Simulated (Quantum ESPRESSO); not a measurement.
A run of Quantum ESPRESSO 7.5:

File pw.in:

```
&CONTROL
  calculation = 'scf'
  prefix = 'pwscf'
  outdir = './tmp'
  pseudo_dir = './pseudo'
  tprnfor = .true.
  tstress = .true.
  disk_io = 'nowf'
/
&SYSTEM
  ibrav = 0
  nat = 2
  ntyp = 2
  ecutwfc = 88
  nbnd = 14
  occupations = 'smearing'
  smearing = 'fd'
  degauss = 0.00367493
/
&ELECTRONS
  conv_thr = 4d-10
  electron_maxstep = 120
  mixing_beta = 0.5
/
ATOMIC_SPECIES
Sr    87.6200 Sr_ONCV_PBE-1.2.upf
O     15.9990 O_ONCV_PBE-1.2.upf
CELL_PARAMETERS angstrom
   0.0000000000    2.5663000000    2.5663000000
   2.5663000000    0.0000000000    2.5663000000
   2.5663000000    2.5663000000    0.0000000000
ATOMIC_POSITIONS crystal
Sr     0.5000000000    0.5000000000    0.5000000000
O      0.0000000000    0.0000000000    0.0000000000
K_POINTS automatic
6 6 6 0 0 0
```

Potentials or basis: SG15 PBE 1.2.

Launch:

```sh
$ OMP_NUM_THREADS=1 mpirun -n 4 pw.x -nk 4 -in pw.in > pw.out
```

Hardware: 4 MPI ranks on Arm Neoverse V1, on a shared host.

How long does it take, and how much memory?

It took 5 s on 4 MPI ranks on Arm Neoverse V1, with other jobs on the host, peak memory 0.28 GiB a rank. Counts: scf iterations 10, k pools 4, bands 14, k points 16, g dense 25509.
